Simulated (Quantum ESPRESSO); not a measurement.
# Co (P6_3/mmc) in Quantum ESPRESSO: reference runs

Aim: a first look at Co with PBEsol, on the cell as given.

Everything below comes from runs of Quantum ESPRESSO 7.5. Logs are shortened: lines on timing, memory, paths and dates and some standing lists are left out, and cuts for length are marked.

## (1) The structure

The structure is hexagonal, space group P6_3/mmc (No. 194). Conventional cell: a = 2.471 Å, b = 2.471 Å, c = 8.088 Å, α = 90.00°, β = 90.00°, γ = 120.00°. Co (site symmetry -6m2) is surrounded by 12 Co at 2.47 Å. Co (site symmetry -3m) has 12 Co at 2.47 Å as nearest neighbours.

## (2) Single point, PBEsol, collinear spin, ferromagnetic start

File pw.in:

```
&CONTROL
  calculation = 'scf'
  prefix = 'pwscf'
  outdir = './tmp'
  pseudo_dir = './pseudo'
  tprnfor = .true.
  tstress = .true.
  disk_io = 'low'
/
&SYSTEM
  ibrav = 0
  celldm(1) = 8
  nat = 4
  ntyp = 1
  ecutwfc = 56
  ecutrho = 448
  nbnd = 48
  occupations = 'smearing'
  smearing = 'fd'
  degauss = 0.00367493
  nspin = 2
  starting_magnetization(1) = 0.1176
/
&ELECTRONS
  conv_thr = 8d-10
  electron_maxstep = 120
  mixing_beta = 0.3
/
ATOMIC_SPECIES
Co    58.9332 co_pbesol_v1.2.uspp.F.UPF
CELL_PARAMETERS alat
  0.5835856424836   0.0000000000000   0.0000000000000
 -0.2917928212536   0.5053999916798   0.0000000000000
  0.0000000000000   0.0000000000000   1.9105683392426
ATOMIC_POSITIONS crystal
Co     0.6666666667    0.3333333333    0.7500000000
Co     0.0000000000    0.0000000000    0.5000000000
Co     0.3333333333    0.6666666667    0.2500000000
Co     0.0000000000    0.0000000000    0.0000000000
K_POINTS automatic
12 12 4 0 0 0
```

File pp_density.in:

```
&INPUTPP
  prefix = 'pwscf'
  outdir = './tmp'
  filplot = 'density.dat'
  plot_num = 0
/
&PLOT
  nfile = 1
  filepp(1) = 'density.dat'
  iflag = 3
  output_format = 6
  fileout = 'density.cube'
/
```

File pp_potential.in:

```
&INPUTPP
  prefix = 'pwscf'
  outdir = './tmp'
  filplot = 'potential.dat'
  plot_num = 11
/
&PLOT
  nfile = 1
  filepp(1) = 'potential.dat'
  iflag = 3
  output_format = 6
  fileout = 'potential.cube'
/
```

File pp_spin.in:

```
&INPUTPP
  prefix = 'pwscf'
  outdir = './tmp'
  filplot = 'spin.dat'
  plot_num = 6
/
&PLOT
  nfile = 1
  filepp(1) = 'spin.dat'
  iflag = 3
  output_format = 6
  fileout = 'spin.cube'
/
```

Potentials or basis: GBRV 1.5 PBEsol.

Command:

```bash
$ OMP_NUM_THREADS=1 mpirun -n 2 pw.x -nk 2 -in pw.in > pw.out
$ OMP_NUM_THREADS=1 mpirun -n 1 pp.x -in pp_density.in > pp_density.out
$ OMP_NUM_THREADS=1 mpirun -n 1 pp.x -in pp_potential.in > pp_potential.out
$ OMP_NUM_THREADS=1 mpirun -n 1 pp.x -in pp_spin.in > pp_spin.out
```

pw.out:

```text
This program is part of the open-source Quantum ESPRESSO suite
     for quantum simulation of materials; please cite
         "P. Giannozzi et al., J. Phys.:Condens. Matter 21 395502 (2009);
         "P. Giannozzi et al., J. Phys.:Condens. Matter 29 465901 (2017);
         "P. Giannozzi et al., J. Chem. Phys. 152 154105 (2020);
     in publications or presentations arising from this work. More details at

     Message from routine setup:
     using ibrav=0 with symmetry is DISCOURAGED, use correct ibrav instead

     K-points division:     npool     =       2
     Subspace diagonalization in iterative solution of the eigenvalue problem:
     a serial algorithm will be used

     G-vector sticks info
     --------------------
     sticks:   dense  smooth     PW     G-vecs:    dense   smooth      PW
     Sum         673     337    109                46291    16369    2909

     Using Slab Decomposition

     bravais-lattice index     =            0
     lattice parameter (alat)  =       8.0000  a.u.
     unit-cell volume          =     288.5176 (a.u.)^3
     number of atoms/cell      =            4
     number of atomic types    =            1
     number of electrons       =        68.00
     number of Kohn-Sham states=           48
     kinetic-energy cutoff     =      56.0000  Ry
     charge density cutoff     =     448.0000  Ry
     scf convergence threshold =      8.0E-10
     mixing beta               =       0.3000
     number of iterations used =            8  plain     mixing
     Exchange-correlation= SLA  PW   PSX  PSC
                           (   1   4  10   8   0   0   0)

     celldm(1)=   8.000000  celldm(2)=   0.000000  celldm(3)=   0.000000
     celldm(4)=   0.000000  celldm(5)=   0.000000  celldm(6)=   0.000000

     crystal axes: (cart. coord. in units of alat)
               a(1) = (   0.583586   0.000000   0.000000 )
               a(2) = (  -0.291793   0.505400   0.000000 )
               a(3) = (   0.000000   0.000000   1.910568 )

     reciprocal axes: (cart. coord. in units 2 pi/alat)
               b(1) = (  1.713545  0.989315 -0.000000 )
               b(2) = (  0.000000  1.978631  0.000000 )
               b(3) = (  0.000000 -0.000000  0.523404 )

     PseudoPot. # 1 for Co read from file:
     co_pbesol_v1.2.uspp.F.UPF
     Pseudo is Ultrasoft + core correction, Zval = 17.0
     Generated by new atomic code, or converted to UPF format
     Using radial grid of  863 points,  6 beta functions with:
                l(1) =   0
                l(2) =   0
                l(3) =   1
                l(4) =   1
                l(5) =   2
                l(6) =   2
     Q(r) pseudized with  8 coefficients,  rinner =    1.200   1.200   1.200
                                                       1.200   1.200

     atomic species   valence    mass     pseudopotential
     Co               17.00    58.93320     Co( 1.00)

     Starting magnetic structure
     atomic species   magnetization
     Co              0.118

     24 Sym. Ops., with inversion, found (12 have fractional translation)

   Cartesian axes

     site n.     atom                  positions (alat units)
         1        Co     tau(   1) = (   0.2917928   0.1684667   1.4329263  )
         2        Co     tau(   2) = (   0.0000000   0.0000000   0.9552842  )
         3        Co     tau(   3) = (  -0.0000000   0.3369333   0.4776421  )
         4        Co     tau(   4) = (   0.0000000   0.0000000   0.0000000  )

     number of k points=    57  Fermi-Dirac smearing, width (Ry)=  0.0037
                       cart. coord. in units 2pi/alat
        k(    1) = (   0.0000000   0.0000000   0.0000000), wk =   0.0017361
        k(    2) = (   0.0000000   0.0000000   0.1308511), wk =   0.0034722
        k(    3) = (   0.0000000   0.0000000  -0.2617022), wk =   0.0017361
        k(    4) = (   0.0000000   0.1648859   0.0000000), wk =   0.0104167
        k(    5) = (   0.0000000   0.1648859   0.1308511), wk =   0.0208333
        k(    6) = (   0.0000000   0.1648859  -0.2617022), wk =   0.0104167
[... 49 lines left out ...]
        k(   56) = (   0.5711815   0.9893154   0.1308511), wk =   0.0069444
        k(   57) = (   0.5711815   0.9893154  -0.2617022), wk =   0.0034722

     Dense  grid:    46291 G-vectors     FFT dimensions: (  32,  32, 108)

     Smooth grid:    16369 G-vectors     FFT dimensions: (  24,  24,  80)

     Check: negative core charge=   -0.000036
     Generating pointlists ...
     new r_m :   0.2407 (alat units)  1.9258 (a.u.) for type    1

     Initial potential from superposition of free atoms

     starting charge      64.0000, renormalised to      68.0000
     Starting wfcs are   52 randomized atomic wfcs

     Self-consistent Calculation

     iteration #  1     ecut=    56.00 Ry     beta= 0.30
     Davidson diagonalization with overlap
     ethr =  1.00E-02,  avg # of iterations =  3.7

     total energy              =   -1187.14200515 Ry
     estimated scf accuracy    <      28.34495209 Ry

     total magnetization       =     3.86 Bohr mag/cell
     absolute magnetization    =     3.98 Bohr mag/cell

     iteration #  2     ecut=    56.00 Ry     beta= 0.30
     Davidson diagonalization with overlap
     ethr =  1.00E-02,  avg # of iterations =  2.7

     total energy              =   -1192.91337632 Ry
     estimated scf accuracy    <       0.93775577 Ry

     total magnetization       =     6.28 Bohr mag/cell
     absolute magnetization    =     6.56 Bohr mag/cell

     iteration #  3     ecut=    56.00 Ry     beta= 0.30
     Davidson diagonalization with overlap
     ethr =  1.38E-03,  avg # of iterations =  2.0

     total energy              =   -1193.02288331 Ry
     estimated scf accuracy    <       1.92341904 Ry

     total magnetization       =     6.20 Bohr mag/cell
     absolute magnetization    =     6.53 Bohr mag/cell
[... 95 lines left out ...]
     total energy              =   -1193.09462343 Ry
     estimated scf accuracy    <          7.5E-09 Ry

     total magnetization       =     6.74 Bohr mag/cell
     absolute magnetization    =     7.35 Bohr mag/cell

     iteration # 14     ecut=    56.00 Ry     beta= 0.30
     Davidson diagonalization with overlap
     ethr =  1.10E-11,  avg # of iterations =  2.0

     total energy              =   -1193.09462343 Ry
     estimated scf accuracy    <          1.7E-09 Ry

     total magnetization       =     6.74 Bohr mag/cell
     absolute magnetization    =     7.35 Bohr mag/cell

     iteration # 15     ecut=    56.00 Ry     beta= 0.30
     Davidson diagonalization with overlap
     ethr =  2.48E-12,  avg # of iterations =  1.0

     Magnetic moment per site  (integrated on atomic sphere of radius R)
     atom   1 (R=0.241)  charge= 15.5839  magn=  1.7635
     atom   2 (R=0.241)  charge= 15.5882  magn=  1.7472
     atom   3 (R=0.241)  charge= 15.5839  magn=  1.7635
     atom   4 (R=0.241)  charge= 15.5882  magn=  1.7472

     End of self-consistent calculation

     Number of k-points >= 100: set verbosity='high' to print the bands.

     the Fermi energy is    18.7108 ev

!    total energy              =   -1193.09462344 Ry
     estimated scf accuracy    <          7.4E-11 Ry
     smearing contrib. (-TS)   =      -0.00226900 Ry
     internal energy E=F+TS    =   -1193.09235444 Ry

     The total energy is F=E-TS. E is the sum of the following terms:
     one-electron contribution =    -611.33176304 Ry
     hartree contribution      =     349.74285039 Ry
     xc contribution           =    -129.42293750 Ry
     ewald contribution        =    -802.08050429 Ry

     total magnetization       =     6.74 Bohr mag/cell
     absolute magnetization    =     7.35 Bohr mag/cell

     convergence has been achieved in  15 iterations

     Forces acting on atoms (cartesian axes, Ry/au):

     atom    1 type  1   force =     0.00000000    0.00000000    0.00000000
     atom    2 type  1   force =    -0.00000000   -0.00000000    0.00000000
     atom    3 type  1   force =     0.00000000    0.00000000   -0.00000000
     atom    4 type  1   force =     0.00000000    0.00000000   -0.00000000

     Total force =     0.000000     Total SCF correction =     0.000000

     Computing stress (Cartesian axis) and pressure

          total   stress  (Ry/bohr**3)                   (kbar)     P=      -55.37
  -0.00028442  -0.00000000   0.00000000          -41.84       -0.00        0.00
  -0.00000000  -0.00028442  -0.00000000           -0.00      -41.84       -0.00
   0.00000000   0.00000000  -0.00056043            0.00        0.00      -82.44

=------------------------------------------------------------------------------=
   JOB DONE.
=------------------------------------------------------------------------------=
```

It took 2.4 min on 2 MPI ranks of Arm Neoverse V2, shared host; peak memory 0.46 GiB.

Results:

| Quantity | Value |
| --- | --- |
| Free energy | -16232.8793 eV |
| Pressure | -5.5 GPa |
| Band gap on the k mesh | none (metal or under the smearing width) |
| Net moment | 6.74 μB per cell |
| Absolute moment | 7.35 μB per cell |
| Site moments | Co +1.76, +1.75 μB |
| Valence electrons inside the program's atomic spheres | Co 15.58, 15.59 |

Levels at points of the mesh, in eV from the Fermi level:
Spin up:
| k point | band 36 | band 37 | band 38 | band 39 | band 40 | band 41 |
| --- | --- | --- | --- | --- | --- | --- |
| (0.00, 0.00, 0.00) | -1.30 | -1.30 | -0.91 | -0.91 | -0.50 | 6.07 |
| (0.00, 0.00, -0.50) | -1.76 | -1.08 | -1.08 | -1.08 | -1.08 | 9.06 |
| (0.00, -0.50, 0.00) | -0.65 | 0.07 | 1.18 | 2.34 | 2.94 | 6.87 |
| (0.00, -0.50, -0.50) | -0.68 | 1.09 | 1.09 | 2.64 | 2.64 | 7.20 |
Spin down:
| k point | band 26 | band 27 | band 28 | band 29 | band 30 | band 31 | band 32 | band 33 | band 34 | band 35 |
| --- | --- | --- | --- | --- | --- | --- | --- | --- | --- | --- |
| (0.00, 0.00, 0.00) | -1.10 | -1.10 | -0.82 | -0.82 | -0.76 | -0.76 | -0.46 | 0.08 | 0.08 | 0.45 |
| (0.00, 0.00, -0.50) | -1.03 | -1.03 | -1.03 | -0.91 | -0.91 | -0.91 | -0.91 | 0.27 | 0.27 | 0.27 |
| (0.00, -0.50, 0.00) | -1.13 | -0.80 | -0.06 | -0.04 | 0.43 | 1.28 | 1.28 | 1.30 | 1.35 | 1.41 |
| (0.00, -0.50, -0.50) | -0.89 | -0.83 | -0.83 | -0.23 | -0.23 | 0.88 | 0.88 | 1.30 | 1.30 | 1.41 |
